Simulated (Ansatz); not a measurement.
CaSe built on the NiAs prototype, relaxed with r2SCAN, was run in Ansatz 0.2.0 under altered settings. All numbers are computed, without spin polarisation but where a row says otherwise.

```
CELL_PARAMETERS angstrom
4.13168 0.00000 0.00000
-2.06584 3.57814 0.00000
0.00000 0.00000 7.16250
ATOMIC_POSITIONS crystal
Ca 0.00000 0.00000 0.00000
Ca 0.00000 0.00000 0.50000
Se 0.33333 0.66667 0.25000
Se 0.66667 0.33333 0.75000
```

The base run's other keys:
```yaml
kpoints:
  mp_grid: { grid: [6, 6, 2] }
hamiltonian:
  xc: hse06
scf:
  occupations: { method: fixed }
  n_extra_bands: 5
```

It takes 13 iterations with 2027 plane waves at 420 eV and 14 k points, and leaves a mean stress of +0.21 GPa. The gap over this mesh is 3.204 eV. It ran on 4 threads of Arm Neoverse N1 (shared host).

Outcomes, with energy and stress as changes against the base:
```
                                     setting            outcome  ΔF (meV/atom)  Δ mean stress (GPa)  gap on the mesh (eV)  iterations  wall time
PBE hybrid, exx coeff 0.15, omega 0.2078 1/Å          converged              –                 +0.2                 2.797          12       31 s
    PBE hybrid, exx coeff 0.1, omega 0.5 1/Å          converged              –                 +0.3                 2.405           9       30 s
                          basis.ecutwfc: 200  converged, warned          +2188                 -0.3                 3.406          16       13 s
```
A dash marks a value that wasn't obtained or can't be compared. Stress is positive in compression. The base took 32 s. The base's mesh is coarse for a hybrid, so its own values aren't converged.

- PBE hybrid, exx coeff 0.15, omega 0.2078 1/Å. That is 15 % exact exchange, screened with ω = 0.2078 1/Å, against HSE06's 25 % screened at 0.208 1/Å. The mean stress moves by +0.2 GPa and the gap on the mesh by -0.406 eV (to 2.797). Totals of different functionals aren't comparable.
- PBE hybrid, exx coeff 0.1, omega 0.5 1/Å. That is 10 % exact exchange, screened with ω = 0.5 1/Å, against HSE06's 25 % screened at 0.208 1/Å. The mean stress moves by +0.3 GPa and the gap on the mesh by -0.799 eV (to 2.405). Totals of different functionals aren't comparable.
- basis.ecutwfc: 200. 713 plane waves in place of 2027. The free energy moves by +2188 meV an atom, the mean stress by -0.3 GPa and the gap on the mesh by +0.203 eV (to 3.406). The basis is too small: these are errors of the cutoff. Warned: cutoff below recommended.

The runs are scalar-relativistic, without spin-orbit coupling.

The program warns that its thresholds are loose for a hybrid's stress.

The meshes of the hybrids are coarse, so their gaps aren't converged to the digits shown.
